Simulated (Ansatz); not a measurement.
A calculation with Ansatz 0.2.0 of ZnCu (ASE script, Cartesian positions):

run.py

```python
import json

import numpy as np

import ansatz as az

calculation = (
    az.Crystal.from_extxyz("ZnCu.xyz")
    .calculation()
    .kpoints(9, 9, 9)
    .functional("mr2scan")
    .pseudopotentials(kind="nc", source="spms")
    .occupations(method="tetrahedron")
    .forces()
    .stress()
)
outcome = calculation.run(threads=2, events_out="events.jsonl")

report = outcome.report
for line in open("events.jsonl"):
    event = json.loads(line)
    if event["event"] == "scf_iter":
        d = event["data"]
        print(f"SCF {d['iter']:3d}  HF = {d['harris_foulkes_ev']:.6f} eV  dr2 = {d['dr2_ev']:.2e} eV")
    elif event["event"] in ("relax_step", "md_step"):
        d = event["data"]
        print(f"{event['event']} {d['step']:3d}  E = {d['lagrangian_ev']:.6f} eV")
np.set_printoptions(precision=5, suppress=True, linewidth=110)
print("converged:", report["converged"], "after", report["n_iterations"], "iterations")
print(f"free energy {report['free_energy_ev']:.6f} eV, Fermi level {report['fermi_energy_ev']:.4f} eV")
for key in ("band_edges_ev", "magnetization_mub", "site_moments_mub", "site_moments_nc_mub", "forces_ev_ang",
                "stress_gpa"):
    if report.get(key) is not None:
        print(key, np.array(report[key]), sep="\n")
```

ZnCu.xyz

```xyz
2
Lattice="2.9450000000 0.0000000000 0.0000000000 0.0000000000 2.9450000000 0.0000000000 0.0000000000 0.0000000000 2.9450000000" Properties=species:S:1:pos:R:3 pbc="T T T"
Zn     1.4725000000      1.4725000000      1.4725000000
Cu     0.0000000000      0.0000000000      0.0000000000
```

Potentials or basis: SPMS NC.

Command:

```sh
$ python run.py
```

Write the same calculation in another form: native input, structure typed inline.

As run:

File input.yaml:

```yaml
crystal:
  lattice:
    - [2.945, 0.0, 0.0]
    - [0.0, 2.945, 0.0]
    - [0.0, 0.0, 2.945]
  atoms:
    - { symbol: Zn, position: [0.5, 0.5, 0.5] }
    - { symbol: Cu, position: [0.0, 0.0, 0.0] }
hamiltonian:
  xc: mr2scan
  pseudopotentials: { kind: nc, source: spms }
kpoints:
  mp_grid: { grid: [9, 9, 9] }
scf:
  occupations: { method: tetrahedron }
output:
  forces: true
  stress: true
```

Potentials or basis: SPMS NC.

Command:

```sh
$ ansatz run input.yaml --threads 2 --pin off --max-ram 5120MiB --backend cpu --events-out ev --progress --plain --runs-dir out
```

Both were run:

|  | ASE script, Cartesian positions | native input, structure typed inline |
| --- | --- | --- |
| Pressure | -3.2 GPa | -3.2 GPa |
| Band gap on the k mesh | none (metal or under the smearing width) | none (metal or under the smearing width) |

Keys that steer only the numerical path or the files written may differ.

Caveat: the meta-GGA runs on potentials made for a GGA; the pressure holds a Pulay correction of +0.5 GPa for the finite cutoff; the potentials were made for another functional, which shifts forces and pressure; with tetrahedron occupations forces and stress needn't match the slope of the energy.
